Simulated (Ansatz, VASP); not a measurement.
# One calculation of CdF2, two programs

```
Cd F
1.0
     3.66093    0.00000    0.00000
    -1.83047    3.17046    0.00000
     0.00000    0.00000    7.13328
Cd F
2 4
Direct
  0.66667 0.33333 0.66528
  0.33333 0.66667 0.16528
  0.00000 0.00000 0.77611
  0.33333 0.66667 0.52484
  0.66667 0.33333 0.02484
  0.00000 0.00000 0.27611
```

Alike in both runs: functional PBE; dispersion D3(BJ); k mesh 6 × 6 × 4; occupations gaussian, width 0.02 eV; no spin polarisation.

Ansatz relaxed the structure, and its values are those at the end. VASP's run is a single point on that final structure, the one shown.

|  | VASP | Ansatz |
| --- | --- | --- |
| version | VASP 6.6.1 | Ansatz 0.2.0 |
| potentials or method | VASP PAW PBE potentials, release 64 (Cd, F) | scalar-relativistic, plane waves, PAW |
| plane-wave cutoff (eV) | 520 | 420 |
| valence electrons in the cell | 52 | 68 |

Ansatz gave:

- gap on the k mesh at the Fermi level (eV): 2.84
- least direct gap on the mesh (eV): 2.97
- pressure (GPa): 0.0
- rms of the force components (eV/Å): 0.000

Q: What did VASP give for the same quantities?

A: gap on the k mesh at the Fermi level (eV): 2.81; least direct gap on the mesh (eV): 2.94; pressure (GPa): 0.7; rms of the force components (eV/Å): 0.024.

The two sets of potentials don't hold the same shells in valence.

A k mesh can miss the band edges.
